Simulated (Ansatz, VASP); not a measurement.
**One calculation of SrCl2, two programs**

```
Sr Cl
1.0
     2.08574    1.20420    6.13505
    -2.08574    1.20420    6.13505
     0.00000   -2.40841    6.13505
Sr Cl
1 2
Direct
  0.00020 0.00020 0.00020
  0.42277 0.42277 0.42277
  0.24369 0.24369 0.24369
```

Alike in both runs: task single point; functional PBE; k mesh 6 × 6 × 6; no spin polarisation.

|  | VASP | Ansatz |
| --- | --- | --- |
| version | VASP 6.6.1 | Ansatz 0.2.0 |
| potentials or method | VASP PAW PBE potentials, release 64 (Sr_sv, Cl) | plane waves, PAW |
| plane-wave cutoff (eV) | 520 | 420 |
| occupations | gaussian, width 0.01 eV | fixed |
| valence electrons in the cell | 24 | 24 |

|  | VASP | Ansatz | Ansatz less VASP |
| --- | --- | --- | --- |
| gap on the k mesh at the Fermi level (eV) | 4.35 | 4.34 | -0.011 |

A k mesh can miss the band edges. A hybrid or GW would open this gap; PBE tends to underestimate it.
